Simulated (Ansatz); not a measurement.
Density of states of Si₂Ni (Fm-3m, a = 5.447 Å, b = 5.447 Å, c = 5.447 Å, α = 90.00°, β = 90.00°, γ = 90.00°), in states per eV and primitive cell, averaged over bins of 0.5 eV. Theory: DFT PBE, scalar-relativistic, plane waves, PAW in Ansatz 0.2.0.

Plane waves to 420 eV, a k mesh through Γ of 14×14×14 on the computed 3-atom cell and Gaussian smearing (0.10 eV); no spin polarisation.

The cell is relaxed at this level. The states (both spins) are summed by tetrahedra on a 21×21×21 mesh at the self-consistent density. Energies are bin centres; the table starts no lower than −8 eV and ends at 6 eV, or lower where the solved bands end.

It is a metal at this level.

```tsv
E − E_F (eV)	total	Ni 3d	Si 3p	Si 3s	Ni 4s
-7.80	0.72	0.13	0.24	0.33	0.01
-7.30	0.84	0.17	0.34	0.29	0.03
-6.80	0.76	0.15	0.39	0.17	0.04
-6.30	0.83	0.18	0.48	0.12	0.04
-5.80	1.06	0.29	0.62	0.10	0.04
-5.30	1.70	0.64	0.90	0.09	0.05
-4.80	3.75	2.04	1.52	0.09	0.06
-4.30	2.43	1.42	0.87	0.07	0.04
-3.80	2.57	1.95	0.49	0.04	0.04
-3.30	6.30	5.65	0.40	0.04	0.09
-2.80	2.73	2.14	0.38	0.07	0.07
-2.30	2.32	1.40	0.72	0.07	0.03
-1.80	1.58	0.66	0.74	0.07	0.01
-1.30	0.99	0.31	0.54	0.06	0.01
-0.80	0.58	0.15	0.30	0.07	0.00
-0.30	0.69	0.25	0.22	0.18	0.00
0.20	1.01	0.34	0.30	0.29	0.01
0.70	1.27	0.33	0.48	0.36	0.01
1.20	1.48	0.26	0.67	0.41	0.01
1.70	0.54	0.09	0.23	0.08	0.07
2.20	1.89	0.30	1.04	0.21	0.13
2.70	1.66	0.17	0.84	0.20	0.14
3.20	1.30	0.11	0.69	0.17	0.09
3.70	1.29	0.08	0.67	0.16	0.10
```

The columns after the total are the Löwdin projections on the occupied valence shells of the potentials. The rest of the total lies in shells that are empty in the free atom, which aren't projected, and between the atoms.

A ferromagnetic start lost its moments in a first run, so spin was left out; other magnetic orders weren't tried.